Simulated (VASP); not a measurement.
Input of a VASP 6.6.1 run:

File INCAR:

```
SYSTEM = HfN
PREC = Accurate
ENCUT = 520
EDIFF = 1E-6
ISMEAR = 0
SIGMA = 0.15
LREAL = .False.
LASPH = .True.
NELM = 60
ALGO = Normal
ISIF = 2
LWAVE = .False.
LCHARG = .False.
NBANDS = 14
```

File KPOINTS:

```
regular mesh
0
Gamma
  18 18 18
  0 0 0
```

POSCAR

```
HfN
1.0
    0.0000000000      2.2590000000      2.4397200000
    2.2590000000      0.0000000000      2.4397200000
    2.2590000000      2.2590000000      0.0000000000
Hf N
1 1
Direct
    0.0000000000      0.0000000000      0.0000000000
    0.5000000000      0.5000000000      0.5000000000
```

Potentials or basis: VASP PAW LDA potentials, release 64 (Hf_pv, N).

The run is started by

```bash
$ cat potpaw_LDA.64/Hf_pv/POTCAR potpaw_LDA.64/N/POTCAR > POTCAR
$ mpirun -np 1 vasp_std > vasp.out
```

(1) Estimate the band gap on the k mesh.

(2) Predict the pressure.

## Answers

(1) none (metal or under the smearing width).

(2) -24.5 GPa.

Caveat: so large a pressure means that the cell lies far from this level's equilibrium, or that cutoff or potentials fall short.
